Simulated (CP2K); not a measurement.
**MgS (Niningerite) under changes of volume**

One of the cells (17.609 Å³/atom); the others are scaled copies at fixed shape and fractional positions:

```
S Mg
1.0
     3.67929    0.00000    0.00000
     1.83964    3.18636    0.00000
     1.83964    1.06212    3.00413
S Mg
1 1
Direct
  0.50000 0.50000 0.50000
  0.00000 0.00000 0.00000
```

- Program: CP2K 2026.2
- Functional: LDA
- Potentials or basis: GTH_POTENTIALS S GTH-PADE-q6, Mg GTH-PADE-q10; TZVP-MOLOPT-PBE-GTH basis
- Density cutoff: 19048 eV
- k mesh: 9 × 9 × 9
- Occupations: fermi-dirac, width 0.1 eV
- Spin: no spin polarisation

| volume (Å³/atom) | energy over the lowest point (meV/atom) | pressure (GPa) | gap on the mesh (eV) |
| --- | --- | --- | --- |
| 16.553 | 7.32 | 3.6 | 2.74 |
| 16.905 | 1.56 | 1.7 | 2.70 |
| 17.257 | 0.00 | 0.0 | 2.65 |
| 17.609 | 1.76 | -1.6 | 2.61 |
| 17.962 | 6.73 | -2.9 | 2.57 |
| 18.314 | ? | ? | ? |
| 18.666 | 25.08 | -5.3 | 2.49 |

Q: What does the run at 18.314 Å³/atom give?

A: Energy over the lowest point 14.59 meV/atom; pressure -4.2 GPa; gap on the mesh 2.53 eV.

Worked out: A Birch-Murnaghan fit of order 3 (a polynomial in V^(-2/3)) to the other rows has its minimum at 17.25 Å³/atom with B0 = V·E''(V) = 79 GPa and B' = 4.2. It gives 14.63 meV/atom at 18.314 Å³/atom, against the run's 14.59, and -dE/dV = -4.2 GPa, against -4.2. A straight line through the other rows of the gap, of slope -2.09 eV per unit of ln V, gives 2.53 eV, against the run's 2.53.

Energies are extrapolated to zero smearing.

Caveats: an odd mesh through Γ misses points on the zone boundary, where band edges often lie; the basis of atomic orbitals isn't converged, which shifts pressures, moduli and gaps.
